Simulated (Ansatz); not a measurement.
Consider KTaO$_{3}$ in the cubic perovskite structure (space group Pm-3m, No. 221; a = 3.984 Å).

The change: Hf takes the place of Ta on all its sites, then cell and atoms are relaxed.

Levels (all Ansatz, a first-principles code, PAW, earlier PAW set): PBEsol (420 eV, scalar-relativistic without spin-orbit coupling); r2SCAN (500 eV, scalar-relativistic without spin-orbit coupling).

The geometry is relaxed with PBEsol.

PBEsol pressure: 0.0 GPa
PBEsol largest site moment: 0.31 μB
PBEsol magnetic state: ferromagnetic

Problem. What does r2SCAN give at this geometry for the pressure, largest site moment and magnetic state?

Solution. The pressure goes from zero to 1.2 GPa; the largest site moment stays essentially unchanged (0.31 μB against 0.34 μB); the magnetic state stays ferromagnetic.

Other magnetic orders, which the real material may have, were not ruled out. Single points use the geometry relaxed with PBEsol. Their cutoffs differ, which shifts pressures a little. Whether these cells are dynamically stable was not tested. For KHfO3 in this form, whether it has been made was not checked.
